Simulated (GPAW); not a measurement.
# PbS (Galena) (Fm-3m) in GPAW: notebook

Aim: see how the results for PbS (Galena) move with the level of theory and the settings. Levels: PBE, PBE+D3(BJ). Tasks: single point, relaxation of cell and atoms.

Everything below comes from runs of GPAW 26.7.0. Logs are shortened: lines on timing, memory, paths and dates and some standing lists are left out, and cuts for length are marked. The log counts tension as positive stress, the text compression.

### Step 1. The structure

The structure is cubic, space group Fm-3m (No. 225). The conventional cell has a = 5.931 Å, b = 5.931 Å, c = 5.931 Å, α = 90.00°, β = 90.00°, γ = 90.00°. Pb (site symmetry m-3m) has 6 S at 2.97 Å as nearest neighbours. S (site symmetry m-3m) has 6 Pb at 2.97 Å as nearest neighbours.

### Step 2. Single point, PBE

Contents of run.py:

```python
from ase.dft.bandgap import bandgap
from ase.io import read, write
from ase.units import Bohr, GPa
from gpaw import GPAW, PW
from gpaw.elf import elf_from_dft_calculation

atoms = read('PbS.xyz')

calc = GPAW(mode=PW(600),
            xc='PBE',
            kpts={'size': (8, 8, 8), 'gamma': True},
            occupations={'name': 'methfessel-paxton', 'order': 0, 'width': 0.027000000000000003},
            nbands=19,
            convergence={'density': 1e-05, 'energy': 1e-05},
            maxiter=150,
            txt='gpaw.txt')
atoms.calc = calc
energy = atoms.get_potential_energy()
forces = atoms.get_forces()
stress = atoms.get_stress()
calc.write('gs.gpw')
write('result.traj', atoms)
print(f'Energy: {energy:.6f} eV')
print('Forces (eV/A):')
print(forces.round(4))
print('Stress (GPa):', (stress / GPa).round(3))
print('Fermi level:', round(calc.get_fermi_level(), 4), 'eV')
print(f'Gap: {bandgap(calc)[0]:.4f} eV, direct: {bandgap(calc, direct=True)[0]:.4f} eV')

# fields on the real-space grid
write('density.cube', atoms, data=calc.get_pseudo_density() * Bohr**3)
write('potential.cube', atoms, data=calc.get_electrostatic_potential())
write('elf.cube', atoms, data=elf_from_dft_calculation(calc).data)
```

Contents of PbS.xyz:

```xyz
2
Lattice="0.0000000000 2.9657500000 2.9657500000 2.9657500000 0.0000000000 2.9657500000 2.9657500000 2.9657500000 0.0000000000" Properties=species:S:1:pos:R:3 pbc="T T T"
Pb     0.0000000000      0.0000000000      0.0000000000
S      2.9657500000      2.9657500000      2.9657500000
```

Potentials or basis: GPAW PAW data sets (gpaw-data 1.2.1), pw.

On the command line:

```sh
$ OMP_NUM_THREADS=1 python run.py
```

gpaw.txt:

```text
__  _  _
 | _ |_)|_||  |
 |__||  | ||/\| - 26.7.0

Input parameters:
  mode=PW(ecut=600.0),
  convergence={'density': 1e-05, 'energy': 1e-05},
  kpts=MonkhorstPack(size=(8, 8, 8), gamma=True),
  maxiter=150,
  nbands=19,
  occupations=Occupations(name='methfessel-paxton', order=0, width=0.027000000000000003),
  xc=XC(name='PBE')

Diagonalizing LCAO Hamiltonian
Converting LCAO to pw mode

                S

       Pb

Atoms  # Å, Bohr magnetons
|   | symbol |        x |        y |        z |    initial magnetic moments |
|---|--------|----------|----------|----------|-----------------------------|
| 0 |     Pb | 0.000000 | 0.000000 | 0.000000 | ( 0.0000,  0.0000,  0.0000) |
| 1 |      S | 2.965750 | 2.965750 | 2.965750 | ( 0.0000,  0.0000,  0.0000) |

Unit cell  # Å
| periodic |        x |        y |        z |  lengths |    angles |
|----------|----------|----------|----------|----------|-----------|
|      yes | 0.000000 | 2.965750 | 2.965750 | 4.194204 | 60.000000 |
|      yes | 2.965750 | 0.000000 | 2.965750 | 4.194204 | 60.000000 |
|      yes | 2.965750 | 2.965750 | 0.000000 | 4.194204 | 60.000000 |

Number of symmetries: 48
Symmetry operations  # r_c * U_cc + t_c -> r_c
|    | kind |            matrix            |
|----|------|------------------------------|
|  0 |  σ   |  1, 0, 0,  1, 0,-1,  1,-1, 0 |
|  1 |  C2  |  1, 0, 0,  1,-1, 0,  1, 0,-1 |
|  2 |  E   |  1, 0, 0,  0, 1, 0,  0, 0, 1 |
|  3 |  σ   |  1, 0, 0,  0, 0, 1,  0, 1, 0 |
|  4 |  C4  |  1, 0,-1,  1, 0, 0,  1,-1, 0 |
|  5 |  S6  |  1, 0,-1,  1,-1, 0,  1, 0, 0 |
|  6 |  σ   |  1, 0,-1,  0, 1,-1,  0, 0,-1 |
|  7 |  C3  |  1, 0,-1,  0, 0,-1,  0, 1,-1 |
|  8 |  S6  |  1,-1, 0,  1, 0, 0,  1, 0,-1 |
|  9 |  C4  |  1,-1, 0,  1, 0,-1,  1, 0, 0 |
| 10 |  C3  |  1,-1, 0,  0,-1, 1,  0,-1, 0 |
| 11 |  σ   |  1,-1, 0,  0,-1, 0,  0,-1, 1 |
| 12 |  σ   |  0, 1, 0,  1, 0, 0,  0, 0, 1 |
| 13 |  C4  |  0, 1, 0,  0, 1,-1, -1, 1, 0 |
| 14 |  C3  |  0, 1, 0,  0, 0, 1,  1, 0, 0 |
| 15 |  S6  |  0, 1, 0, -1, 1, 0,  0, 1,-1 |
| 16 |  C2  |  0, 1,-1,  1, 0,-1,  0, 0,-1 |
| 17 |  σ   |  0, 1,-1,  0, 1, 0, -1, 1, 0 |
| 18 |  S4  |  0, 1,-1,  0, 0,-1,  1, 0,-1 |
| 19 |  C4  |  0, 1,-1, -1, 1, 0,  0, 1, 0 |
| 20 |  C3  |  0, 0, 1,  1, 0, 0,  0, 1, 0 |
| 21 |  σ   |  0, 0, 1,  0, 1, 0,  1, 0, 0 |
| 22 |  S6  |  0, 0, 1,  0,-1, 1, -1, 0, 1 |
| 23 |  C4  |  0, 0, 1, -1, 0, 1,  0,-1, 1 |
| 24 |  S4  |  0, 0,-1,  1, 0,-1,  0, 1,-1 |
| 25 |  C3  |  0, 0,-1,  0, 1,-1,  1, 0,-1 |
| 26 |  C2  |  0, 0,-1,  0,-1, 0, -1, 0, 0 |
| 27 |  S6  |  0, 0,-1, -1, 0, 0,  0,-1, 0 |
| 28 |  S4  |  0,-1, 1,  1,-1, 0,  0,-1, 0 |
| 29 |  C4  |  0,-1, 1,  0, 0, 1, -1, 0, 1 |
| 30 |  C2  |  0,-1, 1,  0,-1, 0,  1,-1, 0 |
| 31 |  σ   |  0,-1, 1, -1, 0, 1,  0, 0, 1 |
| 32 |  C3  |  0,-1, 0,  1,-1, 0,  0,-1, 1 |
| 33 |  S6  |  0,-1, 0,  0, 0,-1, -1, 0, 0 |
| 34 |  S4  |  0,-1, 0,  0,-1, 1,  1,-1, 0 |
| 35 |  C2  |  0,-1, 0, -1, 0, 0,  0, 0,-1 |
| 36 |  C2  | -1, 1, 0,  0, 1, 0,  0, 1,-1 |
| 37 |  S6  | -1, 1, 0,  0, 1,-1,  0, 1, 0 |
| 38 |  S4  | -1, 1, 0, -1, 0, 1, -1, 0, 0 |
| 39 |  C3  | -1, 1, 0, -1, 0, 0, -1, 0, 1 |
| 40 |  S6  | -1, 0, 1,  0, 0, 1,  0,-1, 1 |
| 41 |  C2  | -1, 0, 1,  0,-1, 1,  0, 0, 1 |
| 42 |  C3  | -1, 0, 1, -1, 1, 0, -1, 0, 0 |
| 43 |  S4  | -1, 0, 1, -1, 0, 0, -1, 1, 0 |
| 44 |  C2  | -1, 0, 0,  0, 0,-1,  0,-1, 0 |
| 45 |  i   | -1, 0, 0,  0,-1, 0,  0, 0,-1 |
| 46 |  σ   | -1, 0, 0, -1, 1, 0, -1, 0, 1 |
| 47 |  C2  | -1, 0, 0, -1, 0, 1, -1, 1, 0 |

BZ-sampling:
  Number of BZ points: 512
  Number of IBZ points: 29

  Monkhorst-Pack size: [8, 8, 8]
  Monkhorst-Pack shift: [0.0625, 0.0625, 0.0625]

K-points  # in reciprocal-cell coordinates
|     |                                coordinates |     weight |
|-----|--------------------------------------------|------------|
|   0 | (  0.00000000,   0.00000000,   0.00000000) | 0.00195312 |
|   1 | (  0.12500000,   0.12500000,   0.00000000) | 0.01171875 |
|   2 | (  0.12500000,   0.12500000,   0.12500000) | 0.01562500 |
|   3 | (  0.25000000,   0.12500000,   0.12500000) | 0.02343750 |
|   4 | (  0.25000000,   0.25000000,   0.00000000) | 0.01171875 |
|   5 | (  0.25000000,   0.25000000,   0.12500000) | 0.04687500 |
|   6 | (  0.25000000,   0.25000000,   0.25000000) | 0.01562500 |
|   7 | (  0.37500000,   0.25000000,  -0.37500000) | 0.04687500 |
|   8 | (  0.37500000,   0.25000000,   0.12500000) | 0.04687500 |
|   9 | (  0.37500000,   0.25000000,   0.25000000) | 0.04687500 |
| ... |                                            |            |
|  28 | (  0.50000000,   0.50000000,   0.50000000) | 0.00781250 |

Plane wave coefficients: 1807
Cutoff: 600.0 eV

Spin-components: 1 (collinear spins)
Bands:           19
Projectors:      11
Spin-degeneracy: 2
Datatype:        complex128

Parallelization:
  kpt:    1
  domain: 1
  band:   1

Density:
  Valence electrons: 20.0
  Components: 1
  Grid points: [24 24 24]
  Charge: 0.0  # |e|

Potential:
  Grid points: [24 24 24]

species:
  Pb:
    name:    Lead
    Z:       82.0
    valence: 14
    core:    68
    charge:  0.0  # [|e|]
    compensation charges:
      type: gauss
      rc: 0.38  # [Å]
      lmax: 2
    cutoffs:
      filter: 2.36  # [Å]
      core: 2.43  # [Å]
    projectors
    | kind |    occ | energy [eV] | rcut [Å] |
    |------|--------|-------------|----------|
    |   6s |  2.000 |     -11.969 |    1.259 |
    |   6p |  2.000 |      -3.506 |    1.275 |
    |   5d | 10.000 |     -21.211 |    1.217 |
    |    s |        |      15.243 |    1.259 |
    |    p |        |      23.705 |    1.275 |
    |    d |        |       6.001 |    1.217 |

    Using partial waves for Pb as LCAO basis

  S:
    name:    Sulfur
    Z:       16.0
    valence: 6
    core:    10
    charge:  0.0  # [|e|]
    compensation charges:
      type: gauss
      rc: 0.24  # [Å]
      lmax: 2
    cutoffs:
      filter: 1.77  # [Å]
      core: 1.66  # [Å]
    projectors
    | kind |    occ | energy [eV] | rcut [Å] |
    |------|--------|-------------|----------|
    |   3s |  2.000 |     -17.254 |    0.974 |
    |   3p |  4.000 |      -7.008 |    0.979 |
    |    s |        |       9.957 |    0.974 |
    |    p |        |      20.203 |    0.979 |
    |    d |        |       0.000 |    0.900 |

    Using partial waves for S as LCAO basis

Reference energy: -578132.083262  # eV

eigensolver:
  PPCG
  Converge bands: occupied
  niter=2

density mixing:
  MSR1-Mixer
  Pratt-step length: 0.05
  Maximum mixing coefficient: 0.75
  Old densities: 10
  SVD Regularization: 0.005
  Good broyden scale: 1.0
  Trust region scale: 1.0
  Backstep threshold: 4.0
  History deletion threshold: 6.0
  Fourier metric: weight=20.0, sigma=0.015

occupation numbers:
  Methfessel-Paxton:
    width: 0.0270  # eV
    order: 0

poisson solver:
  ecut: 4800.0  # eV

xc functional:
  name: PBE with 2 nearest neighbor stencil

convergence criteria:
- Maximum integral of absolute [dens]ity change: 1e-05 electrons / valence electron
- Maximum [total energy] change in last 3 cyles: 1e-05 eV / valence electron
- Maximum integral of absolute [eigenst]ate change: 4e-08 eV^2 / valence electron
maximum number of iterations: 150

SCF iterations
|iter     | |      energy | eigst |  dens |
|---------|-|-------------|-------|-------|
|iter:   1| |   -9.404911 | -0.15 |       |
|iter:   2| |   -9.296452 | -1.96 | -1.16 |
|iter:   3| |   -8.969097 | -1.65 | -1.21 |
|iter:   4| |   -8.971227 | -3.75 | -1.81 |
|iter:   5| |   -8.972315 | -4.21 | -2.16 |
|iter:   6| |   -8.972352 | -5.53 | -3.15 |
|iter:   7| |   -8.972357c| -6.56 | -3.63 |
|iter:   8| |   -8.972358c| -7.59c| -4.45 |
|iter:   9| |   -8.972358c| -7.62c| -5.18c|

Converged in 9 steps
Energy contributions relative to reference atoms: (reference = -578132.083262)

Energy contributions:
  Kinetic:          18.620280
  Coulomb:         -18.989505
  Zero:              0.045935
  External:          0.000000
  Xc:               -8.649068
  Entropy:          -0.000000
  Spinorbit:         0.000000
  ----------------------------
  Free energy:      -8.972358
  Extrapolated:     -8.972358

dipole moment: (-25.075060, -25.075060, -25.075060)  # |e|*Ang

Fermi level: 6.380
Eigenvalues  # (at kpt = [0.000, 0.000, 0.000])
| band index |      eig [eV] | occ [0-2] |
|------------|---------------|-----------|
|          0 |       -10.580 |     2.000 |
|        ... |               |           |
|          2 |       -10.580 |     2.000 |
|          3 |       -10.571 |     2.000 |
|          4 |       -10.571 |     2.000 |
|          5 |        -7.358 |     2.000 |
|          6 |         0.258 |     2.000 |
|          7 |         4.051 |     2.000 |
[... 9 lines left out ...]
|         17 |        15.284 |     0.000 |
|         18 |        15.294 |     0.000 |

Gap: 0.308 eV
Transition (v -> c):
  (s=0, k=28, n=9, [0.50, 0.50, 0.50]) -> (s=0, k=28, n=10, [0.50, 0.50, 0.50])
No difference between direct/indirect transitions

Forces  # eV/Ang
|       x |        y |        z |
|---------|----------|----------|
| 0.00000 | -0.00000 |  0.00000 |  # Pb   0
| 0.00000 | -0.00000 | -0.00000 |  # S    1

Stress tensor  # eV/Ang^3
|         x |         y |         z |
|-----------|-----------|-----------|
| -0.012453 | -0.000000 | -0.000000 |
| -0.000000 | -0.012453 |  0.000000 |
| -0.000000 |  0.000000 | -0.012453 |

# Writing to gs.gpw (mode='')
```

It took 29 s on 1 thread of Arm Neoverse N1, shared host; peak memory 0.16 GiB.

Results:

```yaml
Free_energy: -8.9724 eV
Pressure: 2.0 GPa
Band_gap_on_the_k_mesh: 0.31 eV, direct
```

Caveat: spin-orbit coupling is left out, which as a rule narrows the gap of such compounds by several tenths of an eV.

[end of part 1 of 2]
